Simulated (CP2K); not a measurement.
The system is Te.

```
CELL_PARAMETERS angstrom
4.38285 0.00000 0.00000
2.27702 3.74494 0.00000
-0.08219 -0.04622 5.97609
ATOMIC_POSITIONS crystal
Te 0.00000 0.00000 0.00000
Te 0.30945 0.30945 0.33881
Te 0.69055 0.69055 0.66119
```

This isn't the form of Te at room conditions, which is trigonal, of chains.

Base run:

```yaml
Program: CP2K 2026.2
Functional: SCAN
Potentials_or_basis: POTENTIAL_UZH Te GTH-SCAN-q6; TZVP-MOLOPT-SCAN-GTH basis
Density_cutoff: 9184 eV
k_mesh: 7 × 7 × 5
Occupations: fermi-dirac, width 0.0259 eV
Spin: no spin polarisation
```

Its results: band gap on the k mesh none (metal or under the smearing width); pressure 0.6 GPa; largest force 0.193 eV/Å.

The run is repeated on the same cell with these changes: functional from SCAN to TASK. What comes out?

Band gap on the k mesh none (metal or under the smearing width); pressure 3.8 GPa; largest force 0.028 eV/Å.

Caveats: the basis of atomic orbitals isn't converged, which shifts pressures, moduli and gaps; the potentials were made for another functional, which shifts forces and pressure (some runs).

Not every run made on this cell is shown here.
